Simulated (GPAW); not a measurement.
**free-standing square Cr monolayer, spacing 2.714 A: exchange couplings by hand from total energies**

Aim: get Heisenberg couplings of free-standing square Cr monolayer, spacing 2.714 A from the energies of collinear orders, with pencil and paper, and test them on an order left out of the fit.

Calculated with GPAW 26.7.0; revPBE; plane waves with GPAW's PAW setups, scalar-relativistic.

### 1. Set-up

The cell holds 1 atom: 1 Cr. Its edges and angles: a = 2.714 Å, b = 2.714 Å, c = 14.000 Å, α = 90.0°, β = 90.0°, γ = 90.0°. model lattice. Vacuum lies along c.

### 2. The parallel order

All energies count from this run.

order1.py reads:

```python
import json
import numpy as np
from ase import Atoms
from ase.parallel import paropen, parprint
from gpaw import GPAW

atoms = Atoms(['Cr'],
    cell=[[2.714, 0.0, 0.0],
         [0.0, 2.714, 0.0],
         [0.0, 0.0, 14.0]],
    scaled_positions=[[0.0, 0.0, 0.5]],
    pbc=True,
    magmoms=[2.5])
atoms.calc = GPAW(mode={'name': 'pw', 'ecut': 550},
    xc='revPBE',
    kpts={'size': (10, 10, 1), 'gamma': True},
    occupations={'name': 'fermi-dirac', 'width': 0.05},
    convergence={'density': 1e-05, 'energy': 1e-05},
    maxiter=200,
    symmetry={'tolerance': 1e-4},
    txt='order1.txt')
e = atoms.get_potential_energy(force_consistent=True)
res = {'free_energy': e, 'energy_sigma0': atoms.get_potential_energy(), 'fermi_energy': atoms.calc.get_fermi_level()}
res['moments'] = atoms.get_magnetic_moments().tolist()
res['total'] = atoms.get_magnetic_moment()
parprint('site moments (muB):', np.round(res['moments'], 3))
parprint(f"total moment: {res['total']:.3f} muB")
parprint(f'free energy: {e:.6f} eV')
atoms.calc.write('order1.gpw')
n = atoms.calc.get_pseudo_density()
up, down = (atoms.calc.get_pseudo_density(spin=i) for i in (0, 1))
np.savez('grids.npz', density=n, spin=up - down)
with paropen('results.json', 'w') as f:
    json.dump(res, f)
```

Command:

```bash
OMP_NUM_THREADS=1 python3 order1.py > order1.log
```

Log:

```text
site moments (muB): [3.493]
total moment: 4.287 muB
free energy: -6.563554 eV

--- order1.txt ---
Input parameters:
  mode=PW(ecut=550),
  convergence={'density': 1e-05, 'energy': 1e-05},
  kpts=MonkhorstPack(size=(10, 10, 1), gamma=True),
  maxiter=200,
  occupations=Occupations(name='fermi-dirac', width=0.05),
  symmetry=Symmetry(tolerance=0.0001),
  xc=XC(name='revPBE')

Diagonalizing LCAO Hamiltonian
[...]
|          3 |        -2.230 |     0.961 |        -0.549 |     0.000 |
|          4 |        -2.230 |     0.961 |         1.534 |     0.000 |
|          5 |        -2.021 |     0.271 |         1.582 |     0.000 |
|          6 |        -1.531 |     0.000 |         1.582 |     0.000 |
|          7 |         1.363 |     0.000 |         1.765 |     0.000 |
|          8 |         2.333 |     0.000 |         2.773 |     0.000 |

No gap
No difference between direct/indirect transitions


[key lines of the parts left out:]
Free energy:      -6.563554
Converged in 15 steps
dipole moment: (-6.460891, -6.460891, 0.000076)  # |e|*Ang
Fermi level: -2.070
```

Wall time 12 s (1 MPI rank of Intel Xeon 6975P-C (Granite Rapids), shared host); peak memory 0.2 GiB.

Spin moment in the augmentation sphere by atom:

```
atom  spin moment in the augmentation sphere (μB)
 Cr1                                         3.49
```

This step gave:

- magnetization: 4.287 μB
- final state: ferromagnetic

After 15 cycles the largest moment stands at 3.49 μB.

### 3. The orders used for the fit

The other orders were run with the same settings, on meshes that hold the same points. Free energies (smearing 0.05 eV, its entropy term included) are divided by the number of Cr atoms; q is in fractions of the reciprocal vectors of the first run's cell.

```
            order  atoms     mesh  free energy (eV)  eV per Cr  largest moment (μB)
              F +      1  10×10×1           -6.5636    -6.5636                 3.49
AF q=(0,1/2,0) +-      2   10×5×1          -14.0089    -7.0044                 3.69
```

### 4. Counting neighbours

With E = −Σ J e_i·e_j over ordered pairs of unit vectors, turning a neighbour from parallel to opposed costs 2J a Cr atom. So an order lies 2 Σ n J over the parallel one, n being the opposed neighbours in each shell.

```
shell  distance (Å)  neighbours  opposed in AF q=(0,1/2,0) +-  opposed in AF q=(1/2,1/2,0) +-
   J1          2.71           4                             2                               4
   J2          3.84           4                             4                               0
```

Only J1 is kept.

### 5. Solving

```
2 × 2 × J1 = -440.89 meV    (AF q=(0,1/2,0) +-)
J1 = -110.22 meV
```

### 6. The test

The couplings now give the orders that were left out:

```
2 × 4 × (-110.22) = -881.76 meV    (AF q=(1/2,1/2,0) +-)
```

The runs themselves:

```
              order  atoms    mesh  free energy (eV)  eV per Cr  largest moment (μB)  over the parallel order (meV)  foretold (meV)
AF q=(1/2,1/2,0) +-      2  5×10×1          -14.3501    -7.1750                 3.54                        -611.48         -881.76
```

### 7. One more shell

The miss asks for the next shell, which takes one more order into the fit and leaves none for a test.

```
2 × 2 × J1 + 2 × 4 × J2 = -440.89 meV    (AF q=(0,1/2,0) +-)
2 × 4 × J1 = -611.48 meV    (AF q=(1/2,1/2,0) +-)
J1 = -76.44 meV
J2 = -16.89 meV
```

### 8. Results

| Property | Result |
| --- | --- |
| J1 (Cr–Cr at 2.71 Å) | -110 meV |
| largest miss on the orders left out | 270 meV |
| J1 with 2 shells | -76.4 meV |
| J2 with 2 shells | -16.9 meV |

In words: The model misses the order left out by 270 meV, 44 % of the span of the orders, so it fails: these couplings alone don't describe the crystal. With the next shell added the couplings are J1 = -76.44 and J2 = -16.89 meV, untested. The first dropped shell that the test feels is J2 at 3.84 Å. The site moments spread by 5.4 % over the orders. In a metal couplings reach far, and the mesh was not tested. The couplings are effective ones: further shells with opposed neighbours are folded into them or show in the miss. No mean-field temperature is given: it needs a model that holds, an unfrustrated order and couplings in all three dimensions.

[Logs and program files are shortened in this print: banners, set-up blocks, solver, clock and traceback lines can be left out without a mark of their own.]

[Logs are printed without paths, hosts, clocks, repeated set-up lines and the standing remarks that a program may print on its own settings, such as how far it seeks lower states.]

[Hosts, paths, dates, database ids (printed as entryN), source tags and the programs' standing remarks are cut or masked in the printed files.]

[Where a cell is said to come from a database of computed structures, the database is the Materials Project.]
